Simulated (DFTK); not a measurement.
Fe:

```
CELL_PARAMETERS angstrom
-1.44300 1.44300 1.44300
1.44300 -1.44300 1.44300
1.44300 1.44300 -1.44300
ATOMIC_POSITIONS crystal
Fe 0.00000 0.00000 0.00000
```

Base run:

- Program: DFTK 0.8.2
- Functional: PBE
- Potentials or basis: dojo.nc.sr.pbe.v0_4_1.standard.upf (PBE)
- Cutoff: 1225 eV
- k mesh: 13 × 13 × 13
- Occupations: fermi-dirac, width 0.05 eV
- Spin: collinear spin, ferromagnetic start
- Starting moments: [3.0] μB

Its results: band gap on the k mesh none (metal or under the smearing width); pressure -5.0 GPa; net moment 2.46 μB per cell; site moments Fe +2.46 μB.

Question: The run is repeated on the same cell with these changes: potentials or basis from dojo.nc.sr.pbe.v0_4_1.standard.upf (PBE) to in-house norm-conserving set (PBE, scalar relativistic). What comes out?

Answer: Band gap on the k mesh none (metal or under the smearing width); pressure -9.7 GPa; net moment 2.26 μB per cell; site moments Fe +2.26 μB.
